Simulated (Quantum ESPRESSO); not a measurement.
# LiCl under changes of volume

One of the cells (16.871 Å³/atom); the others are scaled copies at fixed shape and fractional positions:

```
Cl Li
1.0
     0.00000    2.56477    2.56477
     2.56477    0.00000    2.56477
     2.56477    2.56477    0.00000
Cl Li
1 1
Direct
  0.50000 0.50000 0.50000
  0.00000 0.00000 0.00000
```

```yaml
Program: Quantum ESPRESSO 7.5
Functional: r2SCAN
Potentials_or_basis: SG15 PBE 1.2
Cutoff: 952 eV
Density_cutoff: 3810 eV
k_mesh: 7 × 7 × 7
Occupations: fermi-dirac, width 0.05 eV
Spin: no spin polarisation
```

```tsv
volume (Å³/atom)	energy over the lowest point (meV/atom)	pressure (GPa)	gap on the mesh (eV)
15.859	6.08	2.2	7.53
16.196	?	?	?
16.534	0.38	0.5	7.26
16.871	0.00	-0.2	7.14
17.209	1.04	-0.8	7.02
17.546	3.36	-1.4	6.91
17.883	6.84	-1.9	6.80
```

Task: What does the run at 16.196 Å³/atom give?

Result: Energy over the lowest point 2.35 meV/atom; pressure 1.3 GPa; gap on the mesh 7.39 eV.

Worked out: A Birch-Murnaghan fit of order 3 (a polynomial in V^(-2/3)) to the other rows has its minimum at 16.79 Å³/atom with B0 = V·E''(V) = 35 GPa and B' = 4.2. It gives 2.35 meV/atom at 16.196 Å³/atom, against the run's 2.35, and -dE/dV = 1.3 GPa, against 1.3. A straight line through the other rows of the gap, of slope -6.06 eV per unit of ln V (its deformation potential), gives 7.39 eV, against the run's 7.39.

Energies are extrapolated to zero smearing.

Caveats: the potentials were made for another functional, which shifts forces and pressure; this potential file gives levels or pressures that part from those of other sets; an odd mesh through Γ misses points on the zone boundary, where band edges often lie (some runs).
